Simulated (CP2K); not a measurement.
WC:

```
W C
1.0
     3.10092    0.00000    0.00000
     1.55046    2.68548    0.00000
     1.55046    0.89516    2.53189
W C
1 1
Direct
  0.00000 0.00000 0.00000
  0.50000 0.50000 0.50000
```

Measurements of this composition are mostly on another form, of space group No. 187.

Base run:

* Program: CP2K 2026.2
* Functional: r2SCAN
* Potentials or basis: POTENTIAL_UZH W GTH-SCAN-q14, C GTH-SCAN-q4; TZVP-MOLOPT-SCAN-GTH basis
* Density cutoff: 9184 eV
* k mesh: 10 × 10 × 10
* Occupations: fermi-dirac, width 0.1 eV
* Spin: no spin polarisation

Its results: band gap on the k mesh none (metal or under the smearing width); pressure -9.9 GPa.

**Question.** The run is repeated on the same cell with these changes: functional from r2SCAN to TASK; occupations from fermi-dirac, width 0.1 eV to fermi-dirac, width 0.0259 eV. What comes out?

**Answer.** Band gap on the k mesh none (metal or under the smearing width); pressure -7.3 GPa.

Caveats: spin-orbit coupling is left out, which moves the levels of the heavy elements; the basis of atomic orbitals isn't converged, which shifts pressures, moduli and gaps; the potentials were made for another functional, which shifts forces and pressure (some runs).
